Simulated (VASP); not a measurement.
# NaI (P6_3mc) in VASP: reference runs

Reference runs on NaI: the cell as given and a disturbed copy.

Everything below comes from runs of VASP 6.6.1. Logs are shortened: lines on timing, memory, paths and dates and some standing lists are left out, and cuts for length are marked.

## 1. The structure

The structure is hexagonal, space group P6_3mc (No. 186). The conventional cell has a = 5.151 Å, b = 5.151 Å, c = 7.973 Å, α = 90.00°, β = 90.00°, γ = 120.00°. Na (site symmetry 3m) is surrounded by 4 I at 3.10 to 3.11 Å. I (site symmetry 3m) is surrounded by 4 Na at 3.10 to 3.11 Å.

The cell was built by a generator and needn't be a form met in nature.

## 2. Single point, PBE

The input, INCAR:

```
ALGO = Normal ; EDIFF = 1E-7
ENCUT = 520 ; GGA = PE
ISIF = 2 ; ISMEAR = -1
LASPH = True ; LCHARG = True
LELF = True ; LREAL = False
LVHAR = True ; LWAVE = False
NBANDS = 22 ; NELM = 60
PREC = Accurate ; SIGMA = 0.05
```

The input, KPOINTS:

```
k-points
0
Gamma
  6 6 4
```

The input, POSCAR:

```
NaI
1.0
    5.1507500000      0.0000000000      0.0000000000
   -2.5753800000      4.4606800000      0.0000000000
    0.0000000000      0.0000000000      7.9732300000
Na I
2 2
Direct
    0.3333300000      0.6666700000      0.3816100000
    0.6666700000      0.3333300000      0.8816100000
    0.3333300000      0.6666700000      0.9915300000
    0.6666700000      0.3333300000      0.4915300000
```

Potentials or basis: VASP PAW PBE potentials, release 64 (Na_pv, I).

Started as:

```sh
cat potpaw_PBE.64/Na_pv/POTCAR potpaw_PBE.64/I/POTCAR > POTCAR
mpirun -np 1 vasp_std > vasp.out
```

OUTCAR:

```text
EDIFF = 1E-7
   ENCUT = 520
   GGA = PE
   ISIF = 2
   ISMEAR = -1
   LASPH = True
   LREAL = False
   NELM = 60
   PREC = Accurate

 ion  position               nearest neighbor table
   1  0.333  0.667  0.382-   4 3.10   4 3.10   4 3.10   3 3.11
   2  0.667  0.333  0.882-   3 3.10   3 3.10   3 3.10   4 3.11
   3  0.333  0.667  0.992-   2 3.10   2 3.10   2 3.10   1 3.11
   4  0.667  0.333  0.492-   1 3.10   1 3.10   1 3.10   2 3.11

  LATTYP: Found a hexagonal cell.
 ALAT       =     5.1507500000
 C/A-ratio  =     1.5479745668

  Lattice vectors:

 A1 = (   5.1507500000,   0.0000000000,   0.0000000000)
 A2 = (  -2.5753800000,   4.4606800000,   0.0000000000)
 A3 = (   0.0000000000,   0.0000000000,   7.9732300000)

Analysis of symmetry for initial positions (statically):
=====================================================================
 Subroutine PRICEL returns:
 Original cell was already a primitive cell.

 Routine SETGRP: Setting up the symmetry group for a
 hexagonal supercell.

 Subroutine GETGRP returns: Found  4 space group operations
 (whereof  2 operations were pure point group operations)
 out of a pool of 24 trial point group operations.

The static configuration has the point symmetry C_1h.
 The point group associated with its full space group is C_2v.

Analysis of symmetry for dynamics (positions and initial velocities):
=====================================================================
 Subroutine PRICEL returns:
 Original cell was already a primitive cell.

 Routine SETGRP: Setting up the symmetry group for a
 hexagonal supercell.

 Subroutine GETGRP returns: Found  4 space group operations
 (whereof  2 operations were pure point group operations)
 out of a pool of 24 trial point group operations.

The dynamic configuration has the point symmetry C_1h.
 The point group associated with its full space group is C_2v.

 Subroutine INISYM returns: Found  4 space group operations
 (whereof  2 operations are pure point group operations),
 and found     1 'primitive' translations

----------------------------------------------------------------------------------------

                                     Primitive cell

  volume of cell :     183.1917

  direct lattice vectors                    reciprocal lattice vectors
     5.150750000  0.000000000  0.000000000     0.194146484  0.112090751  0.000000000
    -2.575380000  4.460680000  0.000000000     0.000000000  0.224181067  0.000000000
     0.000000000  0.000000000  7.973230000     0.000000000  0.000000000  0.125419686

  length of vectors
     5.150750000  5.150752198  7.973230000     0.224181162  0.224181067  0.125419686

  position of ions in fractional coordinates (direct lattice)
     0.333330000  0.666670000  0.381610000
     0.666670000  0.333330000  0.881610000
     0.333330000  0.666670000  0.991530000
     0.666670000  0.333330000  0.491530000

  ion indices of the primitive-cell ions
   primitive index   ion index
                 1           1
                 2           2
                 3           3
                 4           4

----------------------------------------------------------------------------------------

 KPOINTS: k-points

Automatic generation of k-mesh.
 Grid dimensions read from file:
 generate k-points for:    6    6    4

 Generating k-lattice:

  Cartesian coordinates                     Fractional coordinates (reciprocal lattice)
     0.032357747  0.018681792  0.000000000     0.166666667  0.000000000  0.000000000
     0.000000000  0.037363511  0.000000000     0.000000000  0.166666667  0.000000000
     0.000000000  0.000000000  0.031354921     0.000000000  0.000000000  0.250000000

  Length of vectors
     0.037363527  0.037363511  0.031354921

  Shift w.r.t. Gamma in fractional coordinates (k-lattice)
     0.000000000  0.000000000  0.000000000

 Subroutine IBZKPT returns following result:
 ===========================================

 Found     39 irreducible k-points:

 Following reciprocal coordinates:
            Coordinates               Weight
  0.000000  0.000000  0.000000      1.000000
  0.166667  0.000000  0.000000      4.000000
 -0.166667  0.166667  0.000000      2.000000
  0.333333  0.000000  0.000000      4.000000
 -0.333333  0.333333  0.000000      2.000000
  0.500000  0.000000  0.000000      2.000000
[... 16 lines left out ...]
  0.333333  0.166667  0.250000      8.000000
 -0.166667  0.500000  0.250000      8.000000
 [... further k-points ...]
   k-points           NKPTS =     39   k-points in BZ     NKDIM =     39   number of bands    NBANDS=     22
   number of dos      NEDOS =    301   number of ions     NIONS =      4
   total plane-waves  NPLWV =  96000
   dimension x,y,z NGX =    40 NGY =   40 NGZ =   60
   dimension x,y,z NGXF=    80 NGYF=   80 NGZF=  120
   ions per type =               2   2
   NGX,Y,Z   is equivalent  to a cutoff of  12.91, 12.91, 12.51 a.u.
   NGXF,Y,Z  is equivalent  to a cutoff of  25.82, 25.82, 25.02 a.u.
 SYSTEM =  unknown system
   PREC   = accura    normal or accurate (medium, high low for compatibility)
   ISTART =      0    job   : 0-new  1-cont  2-samecut
   ICHARG =      2    charge: 1-file 2-atom 10-const
   ISPIN  =      1    spin polarized calculation?
   LNONCOLLINEAR =      F non collinear calculations
   LSORBIT =      F    spin-orbit coupling
   LASPH  =      T    aspherical Exc in radial PAW
   ENCUT  =  520.0 eV  38.22 Ry    6.18 a.u.   9.58  9.58 14.82*2*pi/ulx,y,z
   NELM   =     60;   NELMIN=  2; NELMDL= -5     # of ELM steps
   EDIFF  = 0.1E-06   stopping-criterion for ELM
   LREAL  =      F    real-space projection
   EDIFFG = 0.1E-05   stopping-criterion for IOM
   NSW    =      0    number of steps for IOM
   IBRION =     -1    ionic relax: 0-MD 1-quasi-New 2-CG
   NFREE  =      0    steps in history (QN), initial steepest desc. (CG)
   ISIF   =      2    stress and relaxation
   ISYM   =      2    0-nonsym 1-usesym 2-fastsym
   POTIM  = 0.5000    time-step for ionic-motion
   TEBEG  =    0.0;   TEEND  =   0.0 temperature during run
   PSTRESS=    0.0 pullay stress
   NELECT =      28.0000    total number of electrons
   NUPDOWN=      -1.0000    fix difference up-down
   EMIN   =  10.00;   EMAX   =-10.00  energy-range for DOS
   EFERMI =   0.00;   METHOD = LEGACY
   ISMEAR =    -1;   SIGMA  =   0.05  broadening in eV -4-tet -1-fermi 0-gaus
   EFERMI_NEDOS =   21; number of points for ismear=-14 and -15
   IALGO  =     38    algorithm
   IMIX   =      4    mixing-type and parameters
     AMIX     =   0.40;   BMIX     =  1.00
     AMIX_MAG =   1.60;   BMIX_MAG =  1.00
  volume/ion in A,a.u.               =      45.80       309.06
  Fermi-wavevector in a.u.,A,eV,Ry     =   0.875304  1.654085 10.424199  0.766157
  Thomas-Fermi vector in A             =   1.994956
   LORBIT       =      0    0 simple, 1 ext, 2 COOP (PROOUT), +10 PAW based schemes
   GGA     = PE    functional components
   LHFCALC =     F    Hartree Fock is set to
   AEXX    =    0.0000 exact exchange contribution
   IVDW    =     0    specifies the selected vdW correction
   LEPSILON=     F    determine dielectric tensor
   LRPA    =     F    only Hartree local field effects (RPA)
 non-spin polarized calculation
  energy-cutoff  :      520.00
  volume of cell :      183.19
 maximum number of plane-waves:      4980
 NGX is ok and might be reduce to    40
   NGX = 19   NGY = 19   NGZ = 29

 number of electron      28.0000005 magnetization

 Free energy of the ion-electron system (eV)
  ---------------------------------------------------
  ext. energy  EPLUGINS =         0.00000000
  ---------------------------------------------------
  free energy    TOTEN  =       -10.60468792 eV

  energy without entropy =      -10.60468792  energy(sigma->0) =      -10.60468792

 E-fermi :  -0.0169     XC(G=0):  -6.3579

 val. band max:       -1.1546457166   @ k =   0.0000   0.0000   0.0000
 cond. band min:       2.5426974576   @ k =   0.0000   0.0000   0.0000
 fundamental gap:      3.6973431742
 Fermi energy:        -0.0168510000

 k-point     1 :       0.0000    0.0000    0.0000
  band No.  band energies     occupation
      1     -23.3990      2.00000
      2     -23.3968      2.00000
      3     -23.3945      2.00000
      4     -23.3945      2.00000
      5     -23.3942      2.00000
      6     -23.3942      2.00000
[... 14 lines left out ...]
     21       6.9310      0.00000
     22       6.9559      0.00000

 k-point     2 :       0.1667    0.0000    0.0000
  band No.  band energies     occupation
      1     -23.3989      2.00000
      2     -23.3969      2.00000
      3     -23.3949      2.00000
      4     -23.3946      2.00000
      5     -23.3946      2.00000
      6     -23.3942      2.00000
[... 14 lines left out ...]
     21       6.9517      0.00000
     22       6.9948      0.00000

 k-point     3 :      -0.1667    0.1667    0.0000
  band No.  band energies     occupation
      1     -23.3989      2.00000
      2     -23.3969      2.00000
      3     -23.3949      2.00000
      4     -23.3946      2.00000
      5     -23.3946      2.00000
      6     -23.3942      2.00000
[... 14 lines left out ...]
     21       6.9518      0.00000
     22       6.9948      0.00000
[... 476 lines left out ...]
 k-point    23 :       0.3333    0.1667    0.2500
  band No.  band energies     occupation
      1     -23.3982      2.00000
      2     -23.3977      2.00000
      3     -23.3956      2.00000
      4     -23.3955      2.00000
      5     -23.3949      2.00000
      6     -23.3946      2.00000
[... 14 lines left out ...]
     21       6.9185      0.00000
     22       7.9103      0.00000

 k-point    24 :      -0.1667    0.5000    0.2500
  band No.  band energies     occupation
      1     -23.3982      2.00000
      2     -23.3977      2.00000
      3     -23.3956      2.00000
      4     -23.3955      2.00000
      5     -23.3949      2.00000
      6     -23.3946      2.00000
[... 14 lines left out ...]
     21       6.9185      0.00000
     22       7.9103      0.00000

 [... further k-points ...]

------------------------ aborting loop because EDIFF is reached ----------------------------------------

  FORCE on cell =-STRESS in cart. coord.  units (eV):
  Direction    XX          YY          ZZ          XY          YZ          ZX
  --------------------------------------------------------------------------------------
  -------------------------------------------------------------------------------------
  Total        0.0115103      0.0116634      0.0121682      0.0001326      0.0000000      0.0000000
  in kB        0.1006684      0.1020072      0.1064218      0.0011594      0.0000000      0.0000000
  external PRESSURE =       0.1030325 kB  Pullay stress =       0.0000000 kB

 VOLUME and BASIS-vectors are now :
 -----------------------------------------------------------------------------
  energy-cutoff  :      520.00
  volume of cell :      183.19
      direct lattice vectors                 reciprocal lattice vectors
     5.150750000  0.000000000  0.000000000     0.194146484  0.112090751  0.000000000
    -2.575380000  4.460680000  0.000000000     0.000000000  0.224181067  0.000000000
     0.000000000  0.000000000  7.973230000     0.000000000  0.000000000  0.125419686

 POSITION                                       TOTAL-FORCE (eV/Angst)
 -----------------------------------------------------------------------------------
     -0.00003      2.97380      3.04266         0.000078     -0.000045      0.000389
      2.57540      1.48688      7.02928        -0.000078      0.000045      0.000389
     -0.00003      2.97380      7.90570         0.000070     -0.000040     -0.000389
      2.57540      1.48688      3.91908        -0.000070      0.000040     -0.000389
 -----------------------------------------------------------------------------------
    total drift:                                0.000000      0.000000      0.000825

  FREE ENERGIE OF THE ION-ELECTRON SYSTEM (eV)
  ---------------------------------------------------
  free  energy   TOTEN  =       -10.6046879236 eV

  energy  without entropy=      -10.6046879236  energy(sigma->0) =      -10.60468792
```

Wall time 2.2 min (1 thread of AMD EPYC 7R13 (Zen 3), shared host); peak memory 0.32 GiB.

What came out:

| Quantity | Value |
| --- | --- |
| Free energy | -10.6047 eV |
| Pressure | 0.0 GPa |
| Band gap on the k mesh | 3.70 eV, direct |

Levels at points of the mesh, in eV from the valence-band top:
| k point | band 12 | band 13 | band 14 | band 15 | band 16 | band 17 |
| --- | --- | --- | --- | --- | --- | --- |
| (0.00, 0.00, 0.00) | -0.13 | -0.13 | 0.00 | 3.70 | 5.13 | 7.49 |
| (0.50, 0.00, 0.00) | -0.54 | -0.34 | -0.23 | 5.51 | 5.61 | 6.06 |
| (0.50, 0.50, 0.00) | -0.54 | -0.34 | -0.23 | 5.51 | 5.61 | 6.06 |
| (0.00, 0.00, 0.50) | -0.22 | -0.22 | -0.22 | 4.77 | 4.77 | 7.29 |
| (0.50, 0.00, 0.50) | -0.39 | -0.31 | -0.31 | 5.38 | 5.38 | 6.64 |
| (0.50, 0.50, 0.50) | -0.39 | -0.31 | -0.31 | 5.38 | 5.38 | 6.64 |

Caveat: spin-orbit coupling is left out, which moves the levels of the heavy elements. A k mesh can miss the band edges.

(Continued in part 2 of 2.)
